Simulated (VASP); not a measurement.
# Band gap of rock-salt SrO from LDA to hybrid functionals: size and computing cost

The fundamental band gap of SrO in the rock-salt structure is calculated at seven levels of theory, from LDA through PBE, r2SCAN and TB-mBJ to three hybrids. The question is how far each level opens the gap and what it costs in processor time. SrO serves in electron-emitting cathode coatings and as a buffer layer between silicon and perovskite oxides, where the gap limits the band offsets and hence the leakage current. Each gap is the energy of the conduction band minimum at X above the valence band maximum at Γ. All levels use the same measured cell, so differences in lattice constant play no part. A comparison with experiment follows further on; here the levels are compared with one another.

## Calculations

Measured cells from a diffraction database, unchanged. VASP 6.6.1, plane waves with PAW, cutoff 460 eV, no spin polarisation. Gaps are the smallest found on the k mesh and along the symmetry lines; hybrids use coarser meshes. r2SCAN-EpsX is r2SCAN with a share 1/ε∞ of exact exchange. All levels are scalar-relativistic; each gap carries one spin-orbit term of -0.02 eV, the change of the r2SCAN gap on switching the coupling on. All ran on AMD EPYC 7R43 64-Core Processor (Zen 3), shared with other work, so times are rough. The PAW data sets differ between levels: LDA sets for LDA; PBE sets for HSE06, PBE, PBE0, TB-mBJ, r2SCAN and r2SCAN-EpsX.

Notes on method and selection:

- Computed gaps leave out zero-point and thermal motion of the nuclei, which lowers measured gaps by tens of meV to several tenths of an eV; optical gaps also lie below electronic ones by the exciton binding.
- Runs that did not converge, have known faults or may not be shown are not listed, and runs on Ansatz's PAW sets soft_1 and soft_2 are kept to separate tables.

Columns:

- gap (eV): fundamental gap with the spin-orbit term.
- direct gap (eV): smallest direct gap, scalar-relativistic.
- cost (core-s): processor time of the level's runs.

## Numbers

| member | k mesh | gap (eV) | direct gap (eV) | cost (core-s) |
| --- | --- | --- | --- | --- |
| LDA | 8×8×8 | 3.09 | 3.20 | 62 |
| r2SCAN-EpsX (α = 0.26) | 5×5×5 | 5.84 | 5.98 | 2800 |
| HSE06 | 5×5×5 | ? | ? | 2500 |
| TB-mBJ | 8×8×8 | 4.89 | 4.99 | 490 |
| PBE0 | 5×5×5 | 5.46 | 5.59 | 2500 |
| PBE | 8×8×8 | 3.25 | 3.37 | 64 |
| r2SCAN | 8×8×8 | 3.73 | 3.84 | 290 |

Cells marked ? are withheld until the estimate has been made.

## The trend and its physics

Among the members shown, the gap rises in the order LDA, PBE, r2SCAN, TB-mBJ, PBE0, r2SCAN-EpsX, from 3.09 to 5.84 eV, and the cost rises in the same order. The step from LDA to PBE is only 0.16 eV. r2SCAN, whose exchange also depends on the kinetic energy density, lies 3.73 − 3.25 = 0.48 eV above PBE. TB-mBJ, a model potential built to open gaps, lies 4.89 − 3.25 = 1.64 eV above PBE.

The largest openings come from exact exchange. The valence band edge is made of oxygen 2p states and the conduction band edge mainly of strontium states. Exact exchange removes part of the self-repulsion of the filled oxygen states and lowers them. The empty states gain little exact exchange in return for the semilocal exchange they lose, and so move up relative to the filled ones. To first order the opening is proportional to the share α, which in PBE0 is 1 / 4 = 0.25 by definition. From PBE to PBE0 it is (5.46 − 3.25) / 0.25 = 8.84 eV per unit of α; from r2SCAN to r2SCAN-EpsX it is (5.84 − 3.73) / 0.26 = 8.1 eV. A smaller slope is expected on r2SCAN, because the exchange being replaced already gives a wider gap. The hybrids use a coarser mesh, which should change these openings by roughly 0.1 eV at most.

The direct gap stays 0.10 to 0.14 eV above the fundamental gap at every level shown; 0.02 eV of this is the spin-orbit term, which only the fundamental gap carries. Both gaps end at the same conduction band minimum at X, so the rest is the height of the valence band top at Γ above the highest valence state at X, which hardly depends on the functional.

PBE costs about as much as LDA, and r2SCAN 290 / 64 = 4.5 times as much as PBE. Much of the further cost of TB-mBJ comes from its many self-consistency steps. PBE0 takes 2500 / 64 = 39 times the PBE time even on its coarser mesh; on equal meshes the factor would be larger.

## Blind estimate

Plain estimates from the members shown:

- HSE06, mean of the 6 members shown: 4.38 eV, standard deviation 1.1

The mean of the six members, 4.38 eV, mixes semilocal levels with hybrids, and its standard deviation of 1.1 eV makes it of little use. PBE0 is the better starting point: it shares with HSE06 the PBE parent, the 25 % of exact exchange, the PAW sets, the mesh and the spin-orbit term. The two differ only in that HSE06 drops exact exchange at long range and uses PBE exchange there.

The size of that change can be bounded. For a compact filled state, the long-range exact exchange lowers the level by at most α e² 2ω/√π. With α = 0.25, e² of roughly 14 eV Å and ω = 0.2 Å⁻¹, this is 0.25 × 14 × 2 × 0.2 / 1.8 = 0.8 eV. The finite extent of the oxygen 2p states reduces it somewhat, and the PBE exchange put back at long range favours the filled states slightly, which offsets a little more. The shift generally found in insulators with gaps of several eV is accordingly roughly 0.7 eV, and this value is used: 5.46 − 0.7 = 4.76 eV.

No second pair of screened and unscreened hybrids is shown on which to try the route. The error of 0.08 eV reflects the usual spread of this shift among such insulators and the slower mesh convergence of the unscreened exchange in PBE0.

**Committed estimate, HSE06: gap = 4.76 ± 0.08 eV.**

## Outcome

| member | k mesh | gap (eV) | direct gap (eV) | cost (core-s) |
| --- | --- | --- | --- | --- |
| HSE06 | 5×5×5 | 4.75 | 4.88 | 2500 |

| member | estimate | gap (eV) | computed | estimate − computed | miss in error bars |
| --- | --- | --- | --- | --- | --- |
| HSE06 | committed | 4.76 | 4.75 | +0.01 | 0.1 |
| HSE06 | mean | 4.38 | 4.75 | −0.37 |  |

The estimate of 4.76 eV for HSE06 lies 0.01 eV above the computed 4.75 eV, well inside its error bar of 0.08 eV. The mean of the other members falls 0.37 eV short. Starting from PBE0 was therefore the right choice, since the two hybrids differ only in the range of their exact exchange. The screening shift is 5.46 − 4.75 = 0.71 eV, below the upper bound of 0.8 eV set for a compact filled state. The value of 0.7 eV actually used came from general experience with insulators and not from the table, so the close agreement supports that experience more than it tests the formula.

The result also divides the effect of exact exchange by range. HSE06 opens the PBE gap by 4.75 − 3.25 = 1.50 eV and PBE0 by 5.46 − 3.25 = 2.21 eV, so the short-range part supplies 1.50 / 2.21 = 0.68 of the full opening. The remaining third comes from the long-range part, which HSE06 leaves out.

The direct gap of HSE06 lies 4.88 − 4.75 = 0.13 eV above the fundamental gap, but only the fundamental gap includes spin-orbit coupling. My discussion of this separation before the estimate took off the 0.02 eV term and did not consider what the coupling does to the direct gap. Runs with the coupling switched on, made for LDA, r2SCAN, TB-mBJ and HSE06, lower the direct gap too, and by more than the fundamental one. With the coupling in both gaps the separation is therefore smaller than the tables suggest, and smaller also than what remains after taking off 0.02 eV.

## Members off the line

TB-mBJ departs most from the expectation that a large opening needs exact exchange. It contains none, yet its gap lies 4.89 − 4.75 = 0.14 eV above that of HSE06. Its potential is constructed to raise empty states relative to filled ones, with parameters fitted to the gaps of known solids, so its place on the ladder reflects that fit as well as the physics of exchange.

r2SCAN-EpsX has the largest gap, 5.84 − 5.46 = 0.38 eV above PBE0, although the shares of exact exchange are nearly equal, 0.26 and 0.25. The difference comes from the parent functional: r2SCAN starts 0.48 eV above PBE, while its opening by exact exchange, 5.84 − 3.73 = 2.11 eV, is 2.21 − 2.11 = 0.10 eV smaller than that of PBE0. The share of 0.26 is itself a computed quantity, 1/ε∞ with ε∞ from a separate LDA run. LDA usually overestimates ε∞, so the share is probably somewhat low. At 8.1 eV per unit of α, each 0.01 added to it would widen the gap by 8.1 × 0.01 = 0.08 eV. LDA, at the other end, is only 0.16 eV below PBE and belongs with it.

## Comparison with experiment

| member | quantity | measured | computed | computed − measured | conditions | source |
| --- | --- | --- | --- | --- | --- | --- |
| HSE06 | gap (eV) | 6.1 | 4.75 | −1.35 | fundamental gap from O K-edge XES/XAS second-derivative maxima; Estimated from second-derivative maxima of O K-edge XES/XAS | [1] |

Sources:

[1] "Electronic structure of alkaline earth and post-transition metal oxides" (2009, arXiv:0908.1581)

All seven levels lie below the measured 6.1 eV. LDA is furthest from this value, at 3.09 − 6.1 = −3.0 eV, and r2SCAN-EpsX, with its share of exact exchange set by the LDA ε∞, is closest, at 5.84 − 6.1 = −0.3 eV. PBE0 is low by 0.6 eV, TB-mBJ by 1.2 eV and HSE06 by 1.35 eV. For HSE06 a likely cause is the missing long-range exchange: in an insulator that screens as weakly as SrO, a sizeable part of it should survive, and restoring it in PBE0 recovers 0.71 eV.

The measured gap is itself inferred from oxygen K-edge emission and absorption spectra, with the band edges placed at second-derivative maxima. Absorption at this edge probes oxygen p character, which is weak in the conduction band minimum at X, so the onset may be placed too high and the gap come out too large. The core hole acts the other way by pulling the absorption onset down. The lead of r2SCAN-EpsX over PBE0 would be reversed if the true gap were below (5.84 + 5.46) / 2 = 5.65 eV, which is 6.1 − 5.65 = 0.45 eV under the measured value. A larger share of exact exchange in r2SCAN-EpsX would move this point up. The 6.1 eV is also the only measurement used here; other measured gaps of SrO, optical ones among them, are left out. Which of the two hybrids is the more accurate for SrO therefore stays open.

## Time and accuracy

HSE06 and PBE0 both take 2500 core-s, and r2SCAN-EpsX at 2800 core-s is not distinguishable from them on shared machines. Screening the exchange thus saves no time on this mesh. r2SCAN-EpsX also needs ε∞ beforehand, and the LDA run that supplies it is not in the 2800 core-s; it takes about as long as the r2SCAN run, which is little beside the hybrid run itself. The choice among the hybrids therefore rests mainly on the gap they give. The costs also leave out the run behind the spin-orbit term, which all levels share. It takes several times as long as the plain r2SCAN run, so for the cheap levels it would outweigh the cost listed. TB-mBJ reaches a gap close to that of HSE06 for about a fifth of the time, 490 / 2500 = 0.20, despite its slow self-consistency and its finer mesh. It supplies only a potential, however, with no matching total energy, so forces and relaxed structures have to come from another level.

## Summary

For SrO at its measured cell, the semilocal functionals LDA, PBE and r2SCAN give gaps of 3.1 to 3.7 eV and the hybrids 4.75 to 5.84 eV. Both the share of exact exchange and its range matter. Between PBE and PBE0 the gap grows on average by 2.21 / 25 = 0.088 eV for each percentage point of unscreened exact exchange, which serves to estimate an unscreened PBE-based hybrid with a share between 0 and 25 %. A hybrid with another parent functional needs the gap of that parent as its starting point.

The lowest and highest levels differ by 5.84 − 3.09 = 2.75 eV, far more than the nuclear motion left out of the calculations. Nuclear motion would lower the computed gaps by up to several tenths of an eV, which is comparable with the difference between PBE0 and r2SCAN-EpsX and would increase the shortfall of every level against the one measured value used here.
